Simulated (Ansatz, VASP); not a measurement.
Cu in VASP and in Ansatz

INCAR

```
SYSTEM = Cu
PREC = Accurate
ENCUT = 520
EDIFF = 1E-7
ISMEAR = 0
SIGMA = 0.012
LREAL = .False.
LASPH = .True.
NELM = 80
ALGO = Normal
ISIF = 2
LWAVE = .False.
LCHARG = .False.
GGA = PE
```

File KPOINTS:

```
regular mesh
0
Gamma
  13 13 13
  0 0 0
```

POSCAR

```
Cu
1.0
    0.0000000000      1.8075000000      1.8075000000
    1.8075000000      0.0000000000      1.8075000000
    1.8075000000      1.8075000000      0.0000000000
Cu
1
Direct
    0.0000000000      0.0000000000      0.0000000000
```

input.yaml

```yaml
crystal:
  lattice:
    - [0.0, 1.8075, 1.8075]
    - [1.8075, 0.0, 1.8075]
    - [1.8075, 1.8075, 0.0]
  atoms:
    - { symbol: Cu, position: [0.0, 0.0, 0.0] }
hamiltonian:
  xc: pbe
  pseudopotentials: { kind: paw }
kpoints:
  mp_grid: { grid: [13, 13, 13] }
scf:
  occupations: { method: gaussian, width: 0.012 }
output:
  forces: true
  stress: true
  eigenvalues: true
  write_density: true
  write_potential: true
  elf: true
  volumetric_format: npy
```

Alike in both runs: task single point; functional PBE; k mesh 13 × 13 × 13; occupations gaussian, width 0.012 eV; no spin polarisation.

|  | VASP | Ansatz |
| --- | --- | --- |
| version | VASP 6.6.1 | Ansatz 0.2.0 |
| potentials or method | VASP PAW PBE potentials, release 64 (Cu) | Ansatz PAW |
| plane-wave cutoff (eV) | 520 | 420 |
| valence electrons in the cell | 11 | 19 |

Ansatz gave:

| Property | Result |
| --- | --- |
| gap on the k mesh at the Fermi level (eV) | none |
| pressure (GPa) | 1.7 |

Problem. Estimate VASP's values.

Solution. gap on the k mesh at the Fermi level (eV): none; pressure (GPa): 2.2.

A gap of «none» marks a metal or a gap that the smearing closes. The functional is the same, so the differences come from potentials, cutoffs and numerics. The two sets of potentials don't hold the same shells in valence.
